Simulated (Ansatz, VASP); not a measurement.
# AlN: VASP beside Ansatz

```xyz
4
Lattice="3.1067 0.0000 0.0000 -1.5533 2.6904 0.0000 0.0000 0.0000 4.9791" Properties=species:S:1:pos:R:3 pbc="T T T"
Al    1.5533    0.8968    2.4731
Al    0.0000    1.7936    4.9627
N     1.5533    0.8968    4.3731
N     0.0000    1.7936    1.8836
```

Alike in both runs: functional r2SCAN; k mesh 12 × 12 × 6; occupations gaussian, width 0.02 eV; no spin polarisation.

Ansatz relaxed the structure, and its values are those at the end. VASP's run is a single point on that final structure, the one shown.

|  | VASP | Ansatz |
| --- | --- | --- |
| version | VASP 6.6.1 | Ansatz 0.2.0 |
| potentials or method | VASP PAW PBE potentials, release 64 (Al, N) | scalar-relativistic, plane waves, PAW |
| plane-wave cutoff (eV) | 520 | 500 |
| valence electrons in the cell | 16 | 16 |

```csv
,VASP,Ansatz,Ansatz less VASP
gap on the k mesh at the Fermi level (eV),4.92,4.88,-0.041
least direct gap on the mesh (eV),4.92,4.88,-0.041
pressure (GPa),-0.4,0.0,+0.39
```

Caveats: the PAW data sets were made with another functional, which shifts forces and pressure a little (VASP). A k mesh can miss the band edges.
